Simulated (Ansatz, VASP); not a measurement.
Given: the input of a run of VASP 6.6.1 on Be. This isn't the form of Be at room conditions, which is hcp.

File INCAR:

```
SYSTEM = Be
PREC = Accurate
ENCUT = 600
EDIFF = 1E-6
ISMEAR = -1
SIGMA = 0.05
LREAL = .False.
LASPH = .True.
NELM = 100
ALGO = Fast
ISIF = 3
LWAVE = .False.
LCHARG = .False.
GGA = RE
IVDW = 12
IBRION = 2
NSW = 40
EDIFFG = -0.02
```

Contents of KPOINTS:

```
Automatic mesh
0
Gamma
  14 14 14
  0 0 0
```

POSCAR

```
Be
1.0
    0.0000000000      1.5790500000      1.5790500000
    1.5790500000      0.0000000000      1.5790500000
    1.5790500000      1.5790500000      0.0000000000
Be
1
Direct
    0.0000000000      0.0000000000      0.0000000000
```

Potentials or basis: VASP PAW PBE potentials, release 64 (Be).

Command:

```sh
$ cat potpaw_PBE.64/Be/POTCAR > POTCAR
$ mpirun -np 1 vasp_std > vasp.out
```

Set up the same calculation for Ansatz 0.2.0. Potentials or basis there: Ansatz PAW, cutoff 420 eV.

As run (cutoffs and basis follow the program's own potentials, and thresholds, step limits or extra output files can differ):

Contents of input.yaml:

```yaml
crystal:
  lattice:
    - [0.0, 1.57905, 1.57905]
    - [1.57905, 0.0, 1.57905]
    - [1.57905, 1.57905, 0.0]
  atoms:
    - { symbol: Be, position: [0.0, 0.0, 0.0] }
hamiltonian:
  xc: revpbe
  pseudopotentials: { kind: paw }
  dispersion: d3bj
kpoints:
  mp_grid: { grid: [14, 14, 14] }
scf:
  occupations: { method: fermi_dirac, width: 0.05 }
output:
  forces: true
  stress: true
  eigenvalues: true
  write_density: true
  write_potential: true
  elf: true
  volumetric_format: npy
relax:
  f_tol: 0.01
  max_steps: 40
  cell: { stress_tol: 0.05 }
```

Potentials or basis: Ansatz PAW.

Launch:

```sh
$ ansatz run input.yaml --threads 2 --pin off --max-ram 5632MiB --backend cpu --events-out ev --progress --plain --runs-dir out
```

Both were run:

|  | VASP | Ansatz |
| --- | --- | --- |
| Relaxed volume | 7.07 Å³/atom | 7.06 Å³/atom |
| Relaxed cell | a = 2.154 Å, b = 2.154 Å, c = 2.154 Å, α = 60.00°, β = 60.00°, γ = 60.00° | a = 2.153 Å, b = 2.153 Å, c = 2.153 Å, α = 60.00°, β = 60.00°, γ = 60.00° |
| Space group after relaxing | Fm-3m (No. 225) | Fm-3m (No. 225) |
| Pressure after relaxing | -0.1 GPa | 0.0 GPa |

Ansatz's pressure holds a Pulay term of +0.05 GPa for its cutoff of 420 eV, which the other run lacks.

VASP's potentials were made for PBE. Ansatz's potentials were made for PBE.

Where Ansatz's input types no cutoff or centring, it takes its own default and a Γ-centred mesh.

Pressure is positive in compression.
